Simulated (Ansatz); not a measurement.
Input of an Ansatz 0.2.0 run:

input.yaml

```yaml
crystal:
  lattice:
    - [3.113, 0.0, 0.0]
    - [-1.5565, 2.695937082, 0.0]
    - [0.0, 0.0, 4.981]
  atoms:
    - { symbol: Al, position: [0.6666666667, 0.3333333333, 0.5] }
    - { symbol: Al, position: [0.3333333333, 0.6666666667, 0.0] }
    - { symbol: "N", position: [0.6666666667, 0.3333333333, 0.88] }
    - { symbol: "N", position: [0.3333333333, 0.6666666667, 0.38] }
hamiltonian:
  xc: lc_wpbe
  pseudopotentials: { kind: paw }
kpoints:
  mp_grid: { grid: [5, 5, 3] }
scf:
  occupations: { method: fermi_dirac, width: 0.05 }
output:
  forces: true
  stress: true
relax:
  f_tol: 0.01
  max_steps: 40
  cell: { stress_tol: 0.05 }
```

Potentials or basis: Ansatz PAW.

Run with:

```console
$ ansatz run input.yaml --threads 2 --pin off --max-ram 5632MiB --backend cpu --events-out ev --progress --plain --runs-dir out
```

(1) What does it give for the relaxed cell?

(2) Estimate the space group after relaxing (to 0.05 Å).

## Answers

(1) a = 3.095 Å, b = 3.095 Å, c = 4.949 Å, α = 90.00°, β = 90.00°, γ = 120.00°.

(2) P6_3mc (No. 186).

Caveat: the k mesh is coarse (spacing up to 0.47 Å⁻¹), so the values aren't converged, least of all with exact exchange.
